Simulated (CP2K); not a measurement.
Au under changes of volume

One of the cells (16.855 Å³/atom); the others are scaled copies at fixed shape and fractional positions:

```xyz
1
Lattice="2.8779 0.0000 0.0000 1.4390 2.4924 0.0000 1.4390 0.8308 2.3498" Properties=species:S:1:pos:R:3 pbc="T T T"
Au    0.0000    0.0000    0.0000
```

- Program: CP2K 2026.2
- Functional: r2SCAN
- Potentials or basis: POTENTIAL_UZH Au GTH-SCAN-q11; TZVP-MOLOPT-SCAN-GTH basis
- Density cutoff: 9184 eV
- k mesh: 11 × 11 × 11
- Occupations: fermi-dirac, width 0.05 eV
- Spin: no spin polarisation

```csv
volume (Å³/atom),energy over the lowest point (meV/atom),pressure (GPa)
15.843,149.35,27.3
16.181,98.45,21.1
16.518,?,?
16.855,31.54,10.9
17.192,12.92,6.7
17.529,2.70,2.9
17.866,0.00,-0.4
```

**Question.** What does the run at 16.518 Å³/atom give?

**Answer.** Energy over the lowest point 59.65 meV/atom; pressure 15.7 GPa.

Worked out: A Birch-Murnaghan fit of order 3 (a polynomial in V^(-2/3)) to the other rows has its minimum at 17.83 Å³/atom with B0 = V·E''(V) = 170 GPa and B' = 5.1. It gives 59.67 meV/atom at 16.518 Å³/atom, against the run's 59.65, and -dE/dV = 15.8 GPa, against 15.7.

Energies are extrapolated to zero smearing.

Caveats: with these potentials and basis sets, volumes of gold and of layered tellurides can stand 1.5 % and more from those of plane-wave programs; the basis of atomic orbitals isn't converged, which shifts pressures, moduli and gaps.
